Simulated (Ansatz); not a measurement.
## Ag under changes of volume

One of the cells (18.154 Å³/atom); the others are scaled copies at fixed shape and fractional positions:

```
Ag
1.0
    -1.65565    1.65565    1.65565
     1.65565   -1.65565    1.65565
     1.65565    1.65565   -1.65565
Ag
1
Direct
  0.00000 0.00000 0.00000
```

This isn't the form of Ag at room conditions, which is fcc.

```yaml
Program: Ansatz 0.2.0
Functional: r2SCAN
Potentials_or_basis: Ansatz PAW
Cutoff: "500 eV (not typed: the program's choice for these potentials)"
k_mesh: 11 × 11 × 11
Occupations: fermi-dirac, width 0.05 eV
Spin: no spin polarisation
```

```tsv
volume (Å³/atom)	energy over the lowest point (meV/atom)	pressure (GPa)
17.065	2.47	2.2
17.428	0.00	0.0
17.791	?	?
18.154	8.88	-3.7
18.517	19.09	-5.2
18.880	32.45	-6.5
19.243	48.55	-7.7
```

What does the run at 17.791 Å³/atom give?

Energy over the lowest point 2.35 meV/atom; pressure -2.0 GPa.

Worked out: A Birch-Murnaghan fit of order 3 (a polynomial in V^(-2/3)) to the other rows has its minimum at 17.42 Å³/atom with B0 = V·E''(V) = 102 GPa and B' = 5.7. It gives 2.34 meV/atom at 17.791 Å³/atom, against the run's 2.35, and -dE/dV = -2.0 GPa, against -2.0.

Energies are extrapolated to zero smearing.

Caveats: the PAW data sets come from PBE, with cores solved anew for the run's functional, which leaves a small shift of forces and pressure.
